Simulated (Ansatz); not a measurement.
NiGe:

```
CELL_PARAMETERS angstrom
5.38100 0.00000 0.00000
0.00000 3.42800 0.00000
0.00000 0.00000 5.81100
ATOMIC_POSITIONS crystal
Ge 0.31200 0.75000 0.91700
Ge 0.68800 0.25000 0.08300
Ge 0.18800 0.25000 0.41700
Ge 0.81200 0.75000 0.58300
Ni 0.49500 0.75000 0.31000
Ni 0.50500 0.25000 0.69000
Ni 0.00500 0.25000 0.81000
Ni 0.99500 0.75000 0.19000
```

Base run:

| Property | Result |
| --- | --- |
| Program | Ansatz 0.2.0 |
| Functional | r2SCAN |
| Potentials or basis | Ansatz PAW |
| Cutoff | 500 eV (not typed: the program's choice for these potentials) |
| k mesh | 5 × 8 × 5 |
| Occupations | fermi-dirac, width 0.05 eV |
| Spin | collinear spin, ferromagnetic start |
| Starting moments | [0.0, 0.0, 0.0, 0.0, 1.0, 1.0, 1.0, 1.0] μB |

Its results: band gap on the k mesh none (metal or under the smearing width); pressure -1.5 GPa; net moment 0.00 μB per cell; largest force 0.124 eV/Å.

Q: The run is repeated on the same cell with these changes: functional from r2SCAN to PBE; cutoff from 500 eV (not typed: the program's choice for these potentials) to 420 eV (not typed: the program's choice for these potentials). What comes out?

A: Band gap on the k mesh none (metal or under the smearing width); pressure 3.6 GPa; net moment 0.00 μB per cell; largest force 0.160 eV/Å.

Caveats: the starting moments weren't kept; the magnetic or orbital state may not be the lowest (some runs); the PAW data sets come from PBE, with cores solved anew for the run's functional, which leaves a small shift of forces and pressure (some runs).
